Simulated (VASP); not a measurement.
# BaS in VASP: notebook

BaS is run at these levels: PBE; tasks: single point.

All numbers are computed with VASP 6.6.1; they aren't measurements. Logs are shortened: lines on timing, memory, paths and dates and some standing lists are left out, and cuts for length are marked.

**What was measured.**

From a printed reference work, monograph, original work of 1988, for a bulk crystal of BaS at 2 K: band gap 3.806 eV (indirect).

The runs below are set against these values where they give the same quantity.

## Step 1: The cell of the first run

The structure is cubic, space group Fm-3m (No. 225). The conventional cell has a = 6.388 Å, b = 6.388 Å, c = 6.388 Å, α = 90.00°, β = 90.00°, γ = 90.00°. Within 4.2 Å of Ba (site symmetry m-3m) lie 6 S at 3.19 Å. Within 4.2 Å of S (site symmetry m-3m) lie 6 Ba at 3.19 Å.

## Step 2: Single point, PBE

Input file INCAR:

```
PREC = Accurate
ENCUT = 520
EDIFF = 1E-6
ISMEAR = -1
SIGMA = 0.05
LREAL = F
LASPH = T
NELM = 100
ALGO = Normal
ISIF = 2
LWAVE = F
LCHARG = F
GGA = PE
NBANDS = 15
```

Input file KPOINTS:

```
regular mesh
0
Gamma
  8 8 8
```

Input file POSCAR:

```
BaS
1.0
    0.0000000000      3.1937500000      3.1937500000
    3.1937500000      0.0000000000      3.1937500000
    3.1937500000      3.1937500000      0.0000000000
Ba S
1 1
Direct
    0.0000000000      0.0000000000      0.0000000000
    0.5000000000      0.5000000000      0.5000000000
```

Potentials or basis: VASP PAW PBE potentials, release 64 (Ba_sv, S).

Run with:

```sh
$ cat potpaw_PBE.64/Ba_sv/POTCAR potpaw_PBE.64/S/POTCAR > POTCAR
$ mpirun -np 1 vasp_std > vasp.out
```

OUTCAR:

```text
PREC = Accurate
   ENCUT = 520
   EDIFF = 1E-6
   ISMEAR = -1
   LREAL = F
   LASPH = T
   NELM = 100
   ISIF = 2
   GGA = PE

 ion  position               nearest neighbor table
   1  0.000  0.000  0.000-   2 3.19   2 3.19   2 3.19   2 3.19   2 3.19   2 3.19
   2  0.500  0.500  0.500-   1 3.19   1 3.19   1 3.19   1 3.19   1 3.19   1 3.19

  LATTYP: Found a face centered cubic cell.
 ALAT       =     6.3875000000

  Lattice vectors:

 A1 = (   0.0000000000,   3.1937500000,   3.1937500000)
 A2 = (   3.1937500000,   0.0000000000,   3.1937500000)
 A3 = (   3.1937500000,   3.1937500000,   0.0000000000)

Analysis of symmetry for initial positions (statically):
=====================================================================
 Subroutine PRICEL returns:
 Original cell was already a primitive cell.

 Routine SETGRP: Setting up the symmetry group for a
 face centered cubic supercell.

 Subroutine GETGRP returns: Found 48 space group operations
 (whereof 48 operations were pure point group operations)
 out of a pool of 48 trial point group operations.

The static configuration has the point symmetry O_h .

Analysis of symmetry for dynamics (positions and initial velocities):
=====================================================================
 Subroutine PRICEL returns:
 Original cell was already a primitive cell.

 Routine SETGRP: Setting up the symmetry group for a
 face centered cubic supercell.

 Subroutine GETGRP returns: Found 48 space group operations
 (whereof 48 operations were pure point group operations)
 out of a pool of 48 trial point group operations.

The dynamic configuration has the point symmetry O_h .

 Subroutine INISYM returns: Found 48 space group operations
 (whereof 48 operations are pure point group operations),
 and found     1 'primitive' translations

----------------------------------------------------------------------------------------

                                     Primitive cell

  volume of cell :      65.1527

  direct lattice vectors                    reciprocal lattice vectors
     0.000000000  3.193750000  3.193750000    -0.156555773  0.156555773  0.156555773
     3.193750000  0.000000000  3.193750000     0.156555773 -0.156555773  0.156555773
     3.193750000  3.193750000  0.000000000     0.156555773  0.156555773 -0.156555773

  length of vectors
     4.516644565  4.516644565  4.516644565     0.271162553  0.271162553  0.271162553

  position of ions in fractional coordinates (direct lattice)
     0.000000000  0.000000000  0.000000000
     0.500000000  0.500000000  0.500000000

  ion indices of the primitive-cell ions
   primitive index   ion index
                 1           1
                 2           2

----------------------------------------------------------------------------------------

 KPOINTS: regular mesh

Automatic generation of k-mesh.
 Grid dimensions read from file:
 generate k-points for:    8    8    8

 Generating k-lattice:

  Cartesian coordinates                     Fractional coordinates (reciprocal lattice)
    -0.019569472  0.019569472  0.019569472     0.125000000  0.000000000  0.000000000
     0.019569472 -0.019569472  0.019569472     0.000000000  0.125000000  0.000000000
     0.019569472  0.019569472 -0.019569472     0.000000000  0.000000000  0.125000000

  Length of vectors
     0.033895319  0.033895319  0.033895319

  Shift w.r.t. Gamma in fractional coordinates (k-lattice)
     0.000000000  0.000000000  0.000000000

 Subroutine IBZKPT returns following result:
 ===========================================

 Found     29 irreducible k-points:

 Following reciprocal coordinates:
            Coordinates               Weight
  0.000000  0.000000  0.000000      1.000000
  0.125000  0.000000  0.000000      8.000000
  0.250000  0.000000  0.000000      8.000000
  0.375000  0.000000  0.000000      8.000000
  0.500000  0.000000  0.000000      4.000000
  0.125000  0.125000  0.000000      6.000000
[... 16 lines left out ...]
  0.500000  0.250000  0.125000     48.000000
 -0.375000  0.250000  0.125000     24.000000
 [... further k-points ...]
   k-points           NKPTS =     29   k-points in BZ     NKDIM =     29   number of bands    NBANDS=     15
   number of dos      NEDOS =    301   number of ions     NIONS =      2
   total plane-waves  NPLWV =  46656
   dimension x,y,z NGX =    36 NGY =   36 NGZ =   36
   dimension x,y,z NGXF=    72 NGYF=   72 NGZF=   72
   ions per type =               1   1
   NGX,Y,Z   is equivalent  to a cutoff of  13.25, 13.25, 13.25 a.u.
   NGXF,Y,Z  is equivalent  to a cutoff of  26.50, 26.50, 26.50 a.u.
 SYSTEM =  unknown system
   PREC   = accura    normal or accurate (medium, high low for compatibility)
   ISTART =      0    job   : 0-new  1-cont  2-samecut
   ICHARG =      2    charge: 1-file 2-atom 10-const
   ISPIN  =      1    spin polarized calculation?
   LNONCOLLINEAR =      F non collinear calculations
   LSORBIT =      F    spin-orbit coupling
   LASPH  =      T    aspherical Exc in radial PAW
   ENCUT  =  520.0 eV  38.22 Ry    6.18 a.u.   8.40  8.40  8.40*2*pi/ulx,y,z
   NELM   =    100;   NELMIN=  2; NELMDL= -5     # of ELM steps
   EDIFF  = 0.1E-05   stopping-criterion for ELM
   LREAL  =      F    real-space projection
[... 7 lines left out ...]
   TEBEG  =    0.0;   TEEND  =   0.0 temperature during run
   PSTRESS=    0.0 pullay stress
   NELECT =      16.0000    total number of electrons
   NUPDOWN=      -1.0000    fix difference up-down
   EMIN   =  10.00;   EMAX   =-10.00  energy-range for DOS
   EFERMI =   0.00;   METHOD = LEGACY
   ISMEAR =    -1;   SIGMA  =   0.05  broadening in eV -4-tet -1-fermi 0-gaus
   EFERMI_NEDOS =   21; number of points for ismear=-14 and -15
   IALGO  =     38    algorithm
   IMIX   =      4    mixing-type and parameters
     AMIX     =   0.40;   BMIX     =  1.00
     AMIX_MAG =   1.60;   BMIX_MAG =  1.00
  volume/ion in A,a.u.               =      32.58       219.84
  Fermi-wavevector in a.u.,A,eV,Ry     =   1.025189  1.937326 14.299891  1.051012
  Thomas-Fermi vector in A             =   2.159016
   LORBIT       =      0    0 simple, 1 ext, 2 COOP (PROOUT), +10 PAW based schemes
   GGA     = PE    functional components
[... 5 lines left out ...]
 non-spin polarized calculation
  energy-cutoff  :      520.00
  volume of cell :       65.15
 maximum number of plane-waves:      1807
 NGX is ok and might be reduce to    36
   NGX = 17   NGY = 17   NGZ = 17

 number of electron      16.0000001 magnetization

 Free energy of the ion-electron system (eV)
  ---------------------------------------------------
  ext. energy  EPLUGINS =         0.00000000
  ---------------------------------------------------
  free energy    TOTEN  =       -10.18475302 eV

  energy without entropy =      -10.18475302  energy(sigma->0) =      -10.18475302

 E-fermi :   2.5243     XC(G=0):  -8.6259

 val. band max:        1.4537362567   @ k =   0.0000   0.0000   0.0000
 cond. band min:       3.5609136980   @ k =   0.5000   0.5000   0.0000
 fundamental gap:      2.1071774413
 Fermi energy:         2.5242773276

 k-point     1 :       0.0000    0.0000    0.0000
  band No.  band energies     occupation
      1     -24.6207      2.00000
      2      -9.6763      2.00000
      3      -9.6763      2.00000
      4      -9.6763      2.00000
      5      -8.9067      2.00000
      6       1.4537      2.00000
      7       1.4537      2.00000
      8       1.4537      2.00000
      9       5.0534      0.00000
     10       5.3225      0.00000
     11       5.3225      0.00000
     12       5.3225      0.00000
     13       6.2482      0.00000
     14       6.2482      0.00000
     15      10.1888      0.00000

 k-point     2 :       0.1250    0.0000    0.0000
  band No.  band energies     occupation
      1     -24.6141      2.00000
      2      -9.9794      2.00000
      3      -9.6820      2.00000
      4      -9.6820      2.00000
      5      -8.5901      2.00000
      6       1.0451      2.00000
      7       1.2435      2.00000
      8       1.2435      2.00000
      9       5.3191      0.00000
     10       5.5559      0.00000
     11       5.5559      0.00000
     12       5.6602      0.00000
     13       6.7028      0.00000
     14       6.7028      0.00000
     15      10.8119      0.00000

 k-point     3 :       0.2500    0.0000    0.0000
  band No.  band energies     occupation
      1     -24.5984      2.00000
      2     -10.4071      2.00000
      3      -9.6957      2.00000
      4      -9.6957      2.00000
      5      -8.1277      2.00000
      6       0.3061      2.00000
      7       0.8274      2.00000
      8       0.8274      2.00000
      9       5.5563      0.00000
     10       6.2085      0.00000
     11       6.2085      0.00000
     12       6.8394      0.00000
     13       7.8415      0.00000
     14       7.8415      0.00000
     15      12.0469      0.00000

 k-point     4 :       0.3750    0.0000    0.0000
  band No.  band energies     occupation
      1     -24.5825      2.00000
      2     -10.7080      2.00000
      3      -9.7091      2.00000
      4      -9.7091      2.00000
      5      -7.7889      2.00000
      6      -0.2701      2.00000
      7       0.4908      2.00000
      8       0.4908      2.00000
      9       6.1678      0.00000
     10       7.1419      0.00000
     11       7.1419      0.00000
     12       7.6012      0.00000
     13       9.2498      0.00000
     14       9.2498      0.00000
     15      11.7222      0.00000
[... 307 lines left out ...]
 k-point    22 :       0.3750    0.2500    0.1250
  band No.  band energies     occupation
      1     -24.5869      2.00000
      2     -10.4286      2.00000
      3      -9.8093      2.00000
      4      -9.7249      2.00000
      5      -8.1191      2.00000
      6       0.0692      2.00000
      7       0.7610      2.00000
      8       1.1556      2.00000
      9       4.8372      0.00000
     10       6.5145      0.00000
     11       6.9530      0.00000
     12       7.5057      0.00000
     13       7.6937      0.00000
     14       9.5845      0.00000
     15      11.7124      0.00000

 k-point    23 :       0.5000    0.2500    0.1250
  band No.  band energies     occupation
      1     -24.5743      2.00000
      2     -10.5550      2.00000
      3      -9.8606      2.00000
      4      -9.7570      2.00000
      5      -8.0091      2.00000
      6      -0.0018      2.00000
      7       0.5372      2.00000
      8       0.9144      2.00000
      9       5.3281      0.00000
     10       7.0567      0.00000
     11       7.6044      0.00000
     12       7.7688      0.00000
     13       8.9377      0.00000
     14      10.1875      0.00000
     15      10.8449      0.00000

 k-point    24 :      -0.3750    0.2500    0.1250
  band No.  band energies     occupation
      1     -24.5691      2.00000
      2     -10.6046      2.00000
      3      -9.8703      2.00000
      4      -9.7810      2.00000
      5      -7.9679      2.00000
      6      -0.0286      2.00000
      7       0.5901      2.00000
      8       0.6684      2.00000
      9       6.1444      0.00000
     10       6.3229      0.00000
     11       8.1105      0.00000
     12       8.3433      0.00000
     13       9.2993      0.00000
     14      10.2194      0.00000
     15      10.8891      0.00000

 [... further k-points ...]
[... 5 lines left out ...]
  --------------------------------------------------------------------------------------
  -------------------------------------------------------------------------------------
  Total        0.5801121      0.5801121      0.5801121      0.0000000      0.0000000      0.0000000
  in kB       14.2655918     14.2655918     14.2655918      0.0000000      0.0000000      0.0000000
  external PRESSURE =      14.2655918 kB  Pullay stress =       0.0000000 kB

 VOLUME and BASIS-vectors are now :
 -----------------------------------------------------------------------------
  energy-cutoff  :      520.00
  volume of cell :       65.15
      direct lattice vectors                 reciprocal lattice vectors
     0.000000000  3.193750000  3.193750000    -0.156555773  0.156555773  0.156555773
     3.193750000  0.000000000  3.193750000     0.156555773 -0.156555773  0.156555773
     3.193750000  3.193750000  0.000000000     0.156555773  0.156555773 -0.156555773

 POSITION                                       TOTAL-FORCE (eV/Angst)
 -----------------------------------------------------------------------------------
      0.00000      0.00000      0.00000        -0.000000     -0.000000     -0.000000
      3.19375      3.19375      3.19375         0.000000      0.000000      0.000000
 -----------------------------------------------------------------------------------
    total drift:                                0.000000      0.000000      0.000000

  FREE ENERGIE OF THE ION-ELECTRON SYSTEM (eV)
  ---------------------------------------------------
  free  energy   TOTEN  =       -10.1847530197 eV

  energy  without entropy=      -10.1847530197  energy(sigma->0) =      -10.18475302
```

It took 28 s on 1 thread of AMD EPYC 7R13 (Zen 3), shared host; peak memory 0.18 GiB.

What came out:

```yaml
Free_energy: -10.1848 eV
Pressure: 1.4 GPa
Band_gap_on_the_k_mesh: 2.11 eV, indirect (least direct gap 2.24 eV)
```

Levels at points of the mesh, in eV from the valence-band top:
```
           k point  band 6  band 7  band 8  band 9  band 10  band 11
(0.00, 0.00, 0.00)    0.00    0.00    0.00    3.60     3.87     3.87
(0.50, 0.00, 0.00)   -1.94   -1.09   -1.09    5.54     5.69     6.31
(0.50, 0.50, 0.00)   -0.52   -0.14   -0.14    2.11     5.93     6.03
```

Caveat: spin-orbit coupling is left out, which moves the levels of the heavy elements.

## Step 3: Single point, PBE

Input file INCAR:

```
  PREC = Accurate
  ENCUT = 520
  EDIFF = 1E-7
  ISMEAR = -1
  SIGMA = 0.05
  LREAL = F
  LASPH = T
  NELM = 100
  ALGO = Normal
  ISIF = 2
  LWAVE = F
  LCHARG = F
  GGA = PE
  NBANDS = 15
```

Input file KPOINTS:

```
Automatic mesh
0
Gamma
  4 4 4
```

Input file POSCAR:

```
BaS
1.0
    0.0000000000      3.1937500000      3.1937500000
    3.1937500000      0.0000000000      3.1937500000
    3.1937500000      3.1937500000      0.0000000000
Ba S
1 1
Direct
   -0.0008700000      0.0093810000      0.0064900000
    0.5034260000      0.4980180000      0.4999670000
```

Potentials or basis: VASP PAW PBE potentials, release 64 (Ba_sv, S).

Run with:

```sh
$ cat potpaw_PBE.64/Ba_sv/POTCAR potpaw_PBE.64/S/POTCAR > POTCAR
$ mpirun -np 1 vasp_std > vasp.out
```

Wall time 46 s (1 thread of AMD EPYC 7R13 (Zen 3), shared host); peak memory 0.18 GiB.

The run converged. Its results:

```
Free energy            : -10.1758 eV
Pressure               : 1.5 GPa
Largest force          : 0.126 eV/Å
Band gap on the k mesh : 2.11 eV, indirect (least direct gap 2.24 eV)
```

Forces in eV/Å, atoms in the order of the input:
```
Ba  -0.116 -0.014 -0.045
S    0.116  0.014  0.045
```

Stress tensor (GPa, compression positive):
```
 1.60  0.00 -0.01
 0.00  1.45  0.00
-0.01  0.00  1.47
```

Levels at points of the mesh, in eV from the valence-band top:
| k point | band 5 | band 6 | band 7 | band 8 | band 9 | band 10 | band 11 | band 12 |
| --- | --- | --- | --- | --- | --- | --- | --- | --- |
| (0.00, 0.00, 0.00) | -10.35 | 0.00 | 0.00 | 0.00 | 3.60 | 3.87 | 3.88 | 3.88 |
| (0.50, 0.00, 0.00) | -9.11 | -1.93 | -1.08 | -1.08 | 5.54 | 5.68 | 6.30 | 6.31 |
| (0.00, 0.50, 0.00) | -9.11 | -1.93 | -1.08 | -1.08 | 5.52 | 5.71 | 6.30 | 6.31 |
| (0.00, 0.00, 0.50) | -9.11 | -1.93 | -1.08 | -1.08 | 5.53 | 5.69 | 6.30 | 6.31 |
| (0.50, 0.50, 0.50) | -9.11 | -1.93 | -1.08 | -1.08 | 5.52 | 5.72 | 6.31 | 6.31 |
| (0.50, 0.50, 0.00) | -10.25 | -0.52 | -0.14 | -0.13 | 2.12 | 5.94 | 6.02 | 7.49 |
| (0.00, 0.50, 0.50) | -10.25 | -0.52 | -0.13 | -0.13 | 2.11 | 5.94 | 6.03 | 7.49 |
| (0.50, 0.00, 0.50) | -10.25 | -0.52 | -0.15 | -0.13 | 2.13 | 5.94 | 6.02 | 7.49 |

Caveat: the k points lie up to 0.43 Å⁻¹ apart; spin-orbit coupling is left out, which moves the levels of the heavy elements. A k mesh can miss the band edges.

## Step 4: Comparison with measurements

Step 2. Against the measured gap of BaS, 3.806 eV (indirect; 2 K; a printed reference work, monograph, original work of 1988), the calculated 2.11 eV is off by -1.70 eV. Spin-orbit coupling on Ba is left out. The value is that of PBE on a finite k mesh, which can miss the band edges, without temperature or zero-point motion. Semilocal functionals fall short of measured gaps as a rule.
